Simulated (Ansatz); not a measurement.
Basis-set series for `Cl/C=C\Cl`. Charge 0, multiplicity 1. All single points use the PBE0-D4/def2-TZVP geometry.

```json
{"functional": "PBE0-D4", "basis": "def2-TZVPP", "functions": "174", "energy (Eh)": "-997.45282", "HOMO (eV)": "-7.36", "LUMO (eV)": "-0.50"}
{"functional": "PBE0-D4", "basis": "def2-QZVPP", "functions": "314", "energy (Eh)": "-997.48417", "HOMO (eV)": "-7.40", "LUMO (eV)": "-0.57"}
{"functional": "ωB97M-V", "basis": "def2-TZVPP", "functions": "174", "energy (Eh)": "-997.76627", "HOMO (eV)": "-9.50", "LUMO (eV)": "1.66"}
{"functional": "ωB97M-V", "basis": "def2-QZVPP", "functions": "314", "energy (Eh)": "-997.79616", "HOMO (eV)": "-9.55", "LUMO (eV)": "1.54"}
```

Give the rows for def2-SVP. (An estimate is asked.)

The calculation gave: 
```tsv
functional	basis	functions	energy (Eh)	HOMO (eV)	LUMO (eV)
PBE0-D4	def2-SVP	74	-997.04583	-7.22	-0.24
ωB97M-V	def2-SVP	74	-997.35934	-9.32	2.02
```

Positive LUMOs are unbound and depend on the basis.

Results of the Gaussian-basis code of Ansatz.
